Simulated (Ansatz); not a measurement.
**Cl: the crystal squeezed far**

The task here is to estimate one member of a computed series from the others.

Computed with Ansatz 0.2.0 (DFT PBE, with the methods named in each step, unless a step's input says otherwise).

## The system as given

It takes space group I4_1/amd (No. 141, tetragonal). Conventional cell: a = 5.483 Å, b = 5.483 Å, c = 3.015 Å, α = 90.00°, β = 90.00°, γ = 90.00°. Around Cl (site symmetry -4m2) lie 6 Cl at 2.84 to 3.02 Å.

Coordinates:

```cif
data_structure
_symmetry_space_group_name_H-M 'P 1'
_symmetry_Int_Tables_number 1
_cell_length_a 4.1596
_cell_length_b 4.1596
_cell_length_c 4.1596
_cell_angle_alpha 97.549
_cell_angle_beta 97.549
_cell_angle_gamma 137.497
_cell_volume 45.32
loop_
_atom_site_label
_atom_site_type_symbol
_atom_site_fract_x
_atom_site_fract_y
_atom_site_fract_z
_atom_site_occupancy
Cl1 Cl 0.62500 0.87500 0.75000 1
Cl2 Cl 0.37500 0.12500 0.25000 1
```

Whether this phase is the stable one at these pressures isn't tested.

Atoms are numbered in the order of the input: Cl1, Cl2.

Set-up of the first run:

input.yaml reads:

```yaml
crystal:
  lattice:
    - [-2.7412947865, 2.7412947865, 1.5077121326]
    - [2.7412947865, -2.7412947865, 1.5077121326]
    - [2.7412947865, 2.7412947865, -1.5077121326]
  atoms:
    - { symbol: Cl, position: [-0.375, -0.125, -0.25] }
    - { symbol: Cl, position: [0.375, 0.125, 0.25] }
kpoints:
  mp_grid: { grid: [16, 16, 16] }
scf:
  occupations: { method: fermi_dirac, width: 0.08 }
hamiltonian:
  xc: pbe
  pseudopotentials: { kind: paw }
output:
  forces: true
  stress: true
  write_density: true
  write_potential: true
  elf: true
  volumetric_format: npy
relax:
  f_tol: 0.005
  max_steps: 40
  cell: {}
```

Launch:

```bash
> ansatz run input.yaml --threads 1 --pin off --max-ram 2048MiB --backend cpu --events-out ev --progress --plain --runs-dir out
```

Steps of the session up to this table: Cell relaxed at zero pressure, PAW; More of the same log: cell relaxed at zero pressure; Volume scaled by 1, PAW; Shape and atoms relaxed at 0.95 of the volume, PAW; Volume scaled by 0.95, PAW; Shape and atoms relaxed at 0.85 of the volume, PAW; Volume scaled by 0.85, PAW; Shape and atoms relaxed at 0.75 of the volume, PAW; Volume scaled by 0.75, PAW; Volume scaled by 0.75, PAW (level accurate); Shape and atoms relaxed at 0.65 of the volume, PAW; Volume scaled by 0.65, PAW; Shape and atoms relaxed at 0.55 of the volume, PAW; Volume scaled by 0.55, PAW; Shape and atoms relaxed at 0.45 of the volume, PAW; Volume scaled by 0.45, PAW; Shape and atoms relaxed at 0.4 of the volume, PAW; Volume scaled by 0.4, PAW; Volume scaled by 0.4, PAW (cutoff 1000 eV).

One table of the session follows, with a row left open; its other results are not shown here.

| method | volume over the first | volume (Å³/atom) | pressure (GPa) |
| --- | --- | --- | --- |
| PAW | 1 | 25.043 | 0.00 |
| PAW | 0.95 | 23.791 | 1.22 |
| PAW | 0.85 | 21.286 | 5.40 |
| PAW | 0.75 | 18.782 | 13.47 |
| PAW | 0.65 | 16.278 | 28.74 |
| PAW | 0.55 | 13.774 | 58.03 |
| PAW | 0.45 | 11.269 | 119.72 |
| PAW | 0.4 | 10.017 | 168.86 |
| PAW (cutoff 1000 eV) | 0.4 | ? | ? |
| PAW (level accurate) | 0.75 | 18.782 | 13.48 |

**Question.** Estimate the row for PAW (cutoff 1000 eV), 0.4.

The run gave: volume (Å³/atom): 10.017; pressure (GPa): 168.85.
